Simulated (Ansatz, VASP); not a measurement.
**One calculation of KTaO3, two programs**

```
K Ta O
1.0
     3.98373    0.00000    0.00000
     0.00000    3.98373    0.00000
     0.00000    0.00000    3.98373
K Ta O
1 1 3
Cartesian
  1.9919 1.9919 1.9919
  0.0000 0.0000 0.0000
  1.9919 0.0000 0.0000
  0.0000 1.9919 0.0000
  0.0000 0.0000 1.9919
```

Alike in both runs: task single point; functional PBE; k mesh 6 × 6 × 6; no spin polarisation.

```csv
,VASP,Ansatz
version,VASP 6.6.1,Ansatz 0.2.0
potentials or method,"VASP PAW PBE potentials, release 64 (K_sv, Ta_pv, O)","plane waves, PAW"
plane-wave cutoff (eV),520,420
occupations,"gaussian, width 0.01 eV",fixed
valence electrons in the cell,38,40
```

|  | VASP | Ansatz | Ansatz less VASP |
| --- | --- | --- | --- |
| gap on the k mesh at the Fermi level (eV) | 2.18 | 2.23 | +0.047 |
| pressure (GPa) | 6.8 | 6.1 | -0.69 |

The two sets of potentials don't hold the same shells in valence.

Caveats: spin-orbit coupling is left out, which moves the levels of the heavy elements. A k mesh can miss the band edges.
